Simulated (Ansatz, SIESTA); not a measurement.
Given: the input of a run of SIESTA 5.4.2 on TiB. Atoms were shifted at random by some hundredths of an Å from the given cell, which wasn't relaxed again for these runs. 

TiB.fdf

```
SystemName                      TiB
SystemLabel                     TiB
NumberOfSpecies                 2
NumberOfAtoms                   8
%block ChemicalSpeciesLabel
  1  22 Ti
  2   5 B
%endblock ChemicalSpeciesLabel

LatticeConstant                 1.0 Ang
%block LatticeVectors
     6.1200000000     0.0000000000     0.0000000000
     0.0000000000     3.0600000000     0.0000000000
     0.0000000000     0.0000000000     4.5600000000
%endblock LatticeVectors
AtomicCoordinatesFormat         Fractional
%block AtomicCoordinatesAndAtomicSpecies
     0.6811240000     0.2635190000     0.3770280000  1  Ti
     0.3262720000     0.7510630000     0.6170450000  1  Ti
     0.8193750000     0.7557000000     0.8795260000  1  Ti
     0.1714830000     0.2437570000     0.1296620000  1  Ti
     0.5282620000     0.2372680000     0.8998730000  2  B
     0.4758390000     0.7573980000     0.0979250000  2  B
     0.9634040000     0.7555140000     0.4007100000  2  B
     0.0315590000     0.2456740000     0.5974350000  2  B
%endblock AtomicCoordinatesAndAtomicSpecies

%block kgrid.MonkhorstPack
    5   0   0  0.0
    0   9   0  0.0
    0   0   6  0.0
%endblock kgrid.MonkhorstPack
XC.Functional                   GGA
XC.Authors                      PBEsol
PAO.BasisSize                   DZP
PAO.EnergyShift                 0.003 Ry
Mesh.Cutoff                     800 Ry
OccupationFunction              FD
ElectronicTemperature           0.05 eV
MaxSCFIterations                120
SCF.MustConverge                false
SCF.Mixer.Method                Pulay
SCF.Mixer.Weight                0.25
SCF.Mixer.History               8
SCF.DM.Tolerance                5.0e-05
SCF.H.Tolerance                 1.0e-03 eV
WriteForces                     true
Charge.Mulliken                 end
%block PAO.Basis
  Ti 5
  n=3 0 2
    3.151 0.000
  n=4 0 2
    8.703 0.000
  n=3 1 2
    3.568 0.000
  n=4 1 1
    8.703
  n=3 2 2
    6.267 0.000
%endblock PAO.Basis
```

Potentials or basis: PseudoDojo 0.4 standard (PBEsol files), converted to PSML, two zetas on semicore shells, DZP (energy shift 0.003 Ry; two zetas on semicore shells).

Run with:

```bash
$ siesta < TiB.fdf > TiB.out 2>&1
```

Q: Translate it to Ansatz 0.2.0. Potentials or basis there: Ansatz PAW, cutoff 420 eV.

A: As run (cutoffs and basis follow the program's own potentials, and thresholds, step limits or extra output files can differ):

File input.yaml:

```yaml
crystal:
  lattice:
    - [6.12, 0.0, 0.0]
    - [0.0, 3.06, 0.0]
    - [0.0, 0.0, 4.56]
  atoms:
    - { symbol: Ti, position: [0.681124, 0.263519, 0.377028] }
    - { symbol: Ti, position: [0.326272, 0.751063, 0.617045] }
    - { symbol: Ti, position: [0.819375, 0.7557, 0.879526] }
    - { symbol: Ti, position: [0.171483, 0.243757, 0.129662] }
    - { symbol: B, position: [0.528262, 0.237268, 0.899873] }
    - { symbol: B, position: [0.475839, 0.757398, 0.097925] }
    - { symbol: B, position: [0.963404, 0.755514, 0.40071] }
    - { symbol: B, position: [0.031559, 0.245674, 0.597435] }
hamiltonian:
  xc: pbesol
  pseudopotentials: { kind: paw }
kpoints:
  mp_grid: { grid: [5, 9, 6] }
scf:
  occupations: { method: fermi_dirac, width: 0.05 }
output:
  forces: true
  stress: true
  eigenvalues: true
  write_density: true
  write_potential: true
  elf: true
  volumetric_format: npy
```

Potentials or basis: Ansatz PAW.

Run with:

```console
$ ansatz run input.yaml --threads 4 --pin off --max-ram 11264MiB --backend cpu --events-out ev --progress --plain --runs-dir out
```

Both were run:

|  | SIESTA | Ansatz |
| --- | --- | --- |
| Pressure | -3.5 GPa | -5.0 GPa |
| Largest force | 1.001 eV/Å | 0.936 eV/Å |
| Energy over the undisturbed cell | 13.8 meV/atom | 11.8 meV/atom |

Ansatz's pressure holds a Pulay term of +0.11 GPa for its cutoff of 420 eV, which the other run lacks.

Ansatz's potentials were made for PBE.

Where Ansatz's input types no cutoff or centring, it takes its own default and a Γ-centred mesh.

Pressure is positive in compression.
